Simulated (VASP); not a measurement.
## RbBr: relaxation of the atoms with PBEsol

RbBr:

```
Rb Br
1.0
     0.00000    3.42606    3.42606
     3.42606    0.00000    3.42606
     3.42606    3.42606    0.00000
Rb Br
1 1
Direct
  0.00000 0.00000 0.00000
  0.50000 0.50000 0.50000
```

- Program: VASP 6.6.1
- Task: relaxation of the atoms
- Functional: PBEsol
- Potentials or basis: VASP PAW PBE potentials, release 64 (Rb_sv, Br)
- Cutoff: 600 eV
- k mesh: 8 × 8 × 8
- Occupations: gaussian, width 0.03 eV
- Spin: no spin polarisation
- Further INCAR settings: ALGO = Fast; EDIFF = 1e-07; IBRION = 2; EDIFFG = -0.01; NSW = 40

```yaml
Pressure_after_relaxing: 0.0 GPa
Band_gap_on_the_k_mesh: 4.21 eV, direct
```

Final structure:
```
Rb Br
1.0
     0.00000    3.42606    3.42606
     3.42606    0.00000    3.42606
     3.42606    3.42606    0.00000
Rb Br
1 1
Cartesian
  0.0000 0.0000 0.0000
  3.4261 3.4261 3.4261
```

Levels at points of the mesh, in eV from the valence-band top:
```tsv
k point	band 4	band 5	band 6	band 7	band 8	band 9	band 10	band 11	band 12
(0.00, 0.00, 0.00)	-8.44	-8.44	0.00	0.00	0.00	4.21	7.20	7.20	7.20
(0.50, 0.00, 0.00)	-8.45	-8.40	-1.02	-0.37	-0.37	6.67	7.62	9.44	9.45
(0.50, 0.50, 0.00)	-8.52	-8.52	-0.49	-0.16	-0.16	5.50	7.02	9.06	9.16
```

Wall time 35 s on 1 thread of AMD EPYC 9R45 (Zen 5), on a shared host, peak memory 0.22 GiB.

Caveat: the relaxation stopped at its first step, so nothing moved; the PAW data sets were made with another functional, which shifts forces and pressure a little. A k mesh can miss the band edges.
